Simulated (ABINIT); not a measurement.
Here is an ABINIT 10.8.3 (patched build) calculation.

Contents of run.abi:

```
ndtset 2

pp_dirpath "./"
pseudos "Ga.GGA_PBE-JTH.xml, P.GGA_PBE-JTH.xml"

acell 3.8540855109 3.8540855109 3.8540855109 Angstrom
rprim
     0.0000000000     0.7071067812     0.7071067812
     0.7071067812     0.0000000000     0.7071067812
     0.7071067812     0.7071067812     0.0000000000
ntypat 2
znucl 31 15
natom 2
typat 1 2
xcart
     0.0000000000     0.0000000000     0.0000000000
     4.0878750000     4.0878750000     4.0878750000 Angstrom

ecut 20.0
pawecutdg 40.0

ixc -110131

occopt 3
tsmear 0.05 eV

nstep 100

iomode 3
prtwf 0
prteig 0
prtebands 0
prtden1 1

kptopt1 1
ngkpt1 8 8 8
nshiftk1 1
shiftk1 0.0 0.0 0.0
nband1 13
tolvrs1 1.0e-9

iscf2 -2
getden2 1
nband2 17
nbdbuf2 2
tolwfr2 1.0e-12
kptopt2 -9
ndivsm2 8
prteig2 1
prtvol2 -3
kptbounds2
     0.0000000000     0.0000000000     0.0000000000
     0.5000000000     0.0000000000     0.5000000000
     0.5000000000     0.2500000000     0.7500000000
     0.3750000000     0.3750000000     0.7500000000
     0.0000000000     0.0000000000     0.0000000000
     0.5000000000     0.5000000000     0.5000000000
     0.6250000000     0.2500000000     0.6250000000
     0.5000000000     0.2500000000     0.7500000000
     0.5000000000     0.5000000000     0.5000000000
     0.3750000000     0.3750000000     0.7500000000
```

Potentials or basis: JTH PAW PBE v2.0.

Command:

```sh
$ abinit run.abi > log 2>&1
```

Problem. Estimate the pressure.

Solution. 3.6 GPa.

Problem. What does it give for the band gap on the k mesh?

Solution. 1.92 eV, indirect (least direct gap 2.11 eV).

Problem. Estimate the band gap along the path.

Solution. 1.89 eV, indirect (least direct gap 2.11 eV).

Levels at the corners of the path, in eV from the valence-band top:
```tsv
point	band 5	band 6	band 7	band 8	band 9	band 10	band 11	band 12	band 13	band 14
Γ	-14.89	-12.39	0.00	0.00	0.00	2.11	3.99	3.99	3.99	9.55
X	-14.87	-9.50	-6.62	-2.62	-2.62	2.00	2.08	10.69	10.69	11.57
W	-14.88	-9.42	-6.42	-3.46	-3.29	4.95	4.97	6.30	6.44	11.83
K	-14.87	-9.54	-6.42	-3.80	-2.20	2.47	5.00	8.32	8.50	9.57
Γ	-14.89	-12.39	0.00	0.00	0.00	2.11	3.99	3.99	3.99	9.55
L	-14.88	-10.38	-6.48	-1.10	-1.10	1.92	4.84	4.84	8.85	11.37
U	-14.87	-9.54	-6.42	-3.80	-2.20	2.47	5.00	8.32	8.50	9.57
W	-14.88	-9.42	-6.42	-3.46	-3.29	4.95	4.97	6.30	6.44	11.83
L	-14.88	-10.38	-6.48	-1.10	-1.10	1.92	4.84	4.84	8.85	11.37
K	-14.87	-9.54	-6.42	-3.80	-2.20	2.47	5.00	8.32	8.50	9.57
```

Caveat: the PAW data sets were made with another functional, which shifts forces and pressure a little.

**Measured values to compare with.**

From “Stacking defects in GaP nanowires: Electronic structure and optical properties”, 2018, arxiv:1810.01194, for a bulk crystal of GaP at 10 K: band gap 2.34 eV (indirect).

A measured gap of GaP is 2.34 eV (indirect; 10 K; quoted in “Stacking defects in GaP nanowires: Electronic structure and optical properties”, 2018, arxiv:1810.01194); the calculated 1.89 eV misses it by -0.45 eV. Spin-orbit coupling on Ga is left out. The value is that of OLYP, without temperature or zero-point motion.
